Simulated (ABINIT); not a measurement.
Crystal: Si.

```
Si
1.0
     0.00000    2.72185    2.72185
     2.72185    0.00000    2.72185
     2.72185    2.72185    0.00000
Si
2
Direct
  0.50000 0.50000 0.50000
  0.75000 0.75000 0.75000
```

Base run:

| Item | Value |
| --- | --- |
| Program | ABINIT 10.8.3 (patched build) |
| Functional | PBE |
| Potentials or basis | JTH PAW PBE v2.0 |
| Cutoff | 408 eV |
| k mesh | 10 × 10 × 10 |
| Occupations | fermi-dirac, width 0.05 eV |
| Spin | no spin polarisation |

Its results: band gap on the k mesh 0.60 eV, indirect (least direct gap 2.57 eV); pressure 1.2 GPa.

Question: After a change of settings the same cell gave: band gap on the k mesh 0.73 eV, indirect (least direct gap 2.57 eV); pressure 1.3 GPa. Which change was it?
A. functional from PBE to HCTH407; k mesh from 10 × 10 × 10 to 8 × 8 × 8
B. k mesh from 10 × 10 × 10 to 6 × 6 × 6
C. functional from PBE to RPBE; k mesh from 10 × 10 × 10 to 8 × 8 × 8
D. functional from PBE to PBEsol; k mesh from 10 × 10 × 10 to 8 × 8 × 8

Answer: B.

Not every run made on this cell is shown here.
